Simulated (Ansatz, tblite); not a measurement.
## A script for SrO (GFN2-xTB)

These are simulated results from tblite 0.8.0, not measurements. The cell was built from a prototype and was relaxed with r2SCAN in plane waves (Ansatz 0.2.0). Not every such cell is a known phase. All runs are without spin polarisation.

The symmetry is P6_3/mmc (No. 194, hexagonal); a = 4.270 Å, c = 5.144 Å in the conventional setting, 20.31 Å³ an atom. Sr has 5 O at 2.47–2.57 Å; O has 5 Sr at 2.47–2.57 Å.

tblite solves periodic systems at the zone centre alone, so the script builds a cluster of 3×3×2 conventional cells (72 atoms), which folds in a coarse mesh of k points.

The script, run.py:

```python
import json
from ase import Atoms
from ase.build import make_supercell
from ase.units import Bohr, GPa, Hartree
from tblite.interface import Calculator

atoms = Atoms(['Sr', 'Sr', 'O', 'O'],
              cell=[[4.27003094, 0.0, 0.0], [-2.13501547, 3.69795527, 0.0], [0.0, 0.0, 5.14444683]],
              scaled_positions=[[0.333333333, 0.666666667, -0.0625], [0.666666667, 0.333333333, 0.4375], [0.333333333, 0.666666667, 0.4375], [0.666666667, 0.333333333, 0.9375]],
              pbc=True)
cluster = make_supercell(atoms, [[3, 0, 0], [0, 3, 0], [0, 0, 2]])
calc = Calculator('GFN2-xTB', cluster.numbers, cluster.positions / Bohr, lattice=cluster.cell[:] / Bohr, periodic=cluster.pbc)
calc.set('temperature', 0.02 / Hartree)
calc.set('max-iter', 150)
res = calc.singlepoint()
levels = res.get('orbital-energies') * Hartree
nv = round(res.get('orbital-occupations').sum() / 2)
cells = len(cluster) // len(atoms)
out = {'energy_per_cell': res.get('energy') * Hartree / cells, 'homo': levels[nv - 1], 'lumo': levels[nv],
       'stress': (-res.get('virial') * Hartree / cluster.get_volume() / GPa).tolist(), 'charges': res.get('charges')[:len(atoms)].tolist(), 'electrons': 2 * nv / cells}
json.dump(out, open('results.json', 'w'))
for key, value in out.items():
    print(key, value)
```

Command: `python run.py`. It took 8.3 s on 1 thread of Arm Neoverse V1, with other jobs on the host, peak memory 0.12 GiB.

What it printed:

```
------------------------------------------------------------
  cycle        total energy    energy error   density error
------------------------------------------------------------
      1     -145.4055027405  -1.4556473E+02   5.5826631E-01
      2     -164.4359461224  -1.9030443E+01   2.2263488E-01
      3     -165.6409411025  -1.2049950E+00   6.9300684E-02
      4     -165.4355716863   2.0536942E-01   8.4030452E-02
      5     -164.5703738830   8.6519780E-01   1.2354240E-01
      6     -165.9646679336  -1.3942941E+00   3.5012037E-02
      7     -166.1038337295  -1.3916580E-01   1.0969730E-02
      8     -166.0906825185   1.3151211E-02   1.2724183E-02
      9     -166.1067448908  -1.6062372E-02   8.2105226E-03
     10     -166.1065470636   1.9782714E-04   7.9631721E-03
     11     -166.1062636844   2.8337927E-04   7.3277231E-03
     12     -166.1051658945   1.0977899E-03   6.3014289E-03
     13     -166.1057369035  -5.7100906E-04   5.2781081E-03
     14     -166.1073044318  -1.5675283E-03   3.1050275E-03
     15     -166.1078337720  -5.2934020E-04   2.1741463E-03
     16     -166.1082341674  -4.0039539E-04   9.6646955E-04
     17     -166.1082891848  -5.5017474E-05   6.2878915E-04
     18     -166.1082972332  -8.0483666E-06   5.5407941E-04
     19     -166.1083002858  -3.0525906E-06   5.3320981E-04
     20     -166.1083161807  -1.5894866E-05   3.4403675E-04
     21     -166.1083149425   1.2381334E-06   3.5308439E-04
     22     -166.1083034209   1.1521578E-05   4.7686156E-04
     23     -166.1082951469   8.2740103E-06   5.4295463E-04
     24     -166.1083104007  -1.5253811E-05   3.8467896E-04
     25     -166.1083151962  -4.7954717E-06   3.2182503E-04
     26     -166.1083135350   1.6611833E-06   3.4416008E-04
     27     -166.1083246781  -1.1143116E-05   9.8452124E-05
     28     -166.1083252886  -6.1044301E-07   6.0480013E-05
     29     -166.1083252078   8.0752386E-08   6.5630520E-05
     30     -166.1083252689  -6.1062991E-08   6.0861308E-05
     31     -166.1083254866  -2.1766061E-07   3.7045757E-05
     32     -166.1083255212  -3.4667437E-08   2.9714679E-05
     33     -166.1083255142   7.0448607E-09   3.2355368E-05
     34     -166.1083255192  -5.0581548E-09   2.7706719E-05
     35     -166.1083255439  -2.4667457E-08   1.7501667E-05
------------------------------------------------------------

 total:                                   7.708 sec
energy_per_cell -251.11320934647244
homo -12.808554630733996
lumo -12.730184806911012
stress [[-9.978926398232598, -8.654724383366285e-05, -6.713594737393222e-07], [-8.654724383384526e-05, -9.979026254706488, 3.876091411258534e-07], [-6.713594737273064e-07, 3.8760914109298735e-07, -7.396194457786683]]
charges [0.5139788157124835, 0.5139803936753957, -0.5139860630762345, -0.5139798207728121]
electrons 16.0
```

The cycle table is in hartree for the whole cluster, and the lines after it are in eV (the energy for one cell). The printed stress is in GPa and positive in compression, and the pressure is its mean diagonal.

GFN2-xTB gives a gap of 0.08 eV. On the same cell, plane-wave PBE (Ansatz, 12×12×6 k points and the special points) gives a gap of 2.66 eV and r2SCAN a gap of 3.03 eV; on shared hosts these took about 9 and 23 core-seconds on the 4-atom cell, against 8.3 for the script. Semilocal gaps usually lie below measured ones. This method closes a gap that PBE finds, a failure in kind.

The same script was run on cells scaled at fixed shape and fractional coordinates:

```
volume (Å³/atom)  energy (meV/atom)  pressure (GPa, positive in compression)  gap (eV)
           17.87             -130.4                                    -7.66      0.07
           19.09              -67.8                                    -8.71      0.08
           20.31                0.0                                    -9.12      0.08
           21.53               69.6                                    -9.14      0.08
           22.75              138.4                                    -8.95      0.09
```

The minimum lies beyond the smallest of these volumes.

xTB was fitted mostly to molecules, and a small cluster samples few k points, so gaps, pressures and kinks along a curve can be far from a solid's.
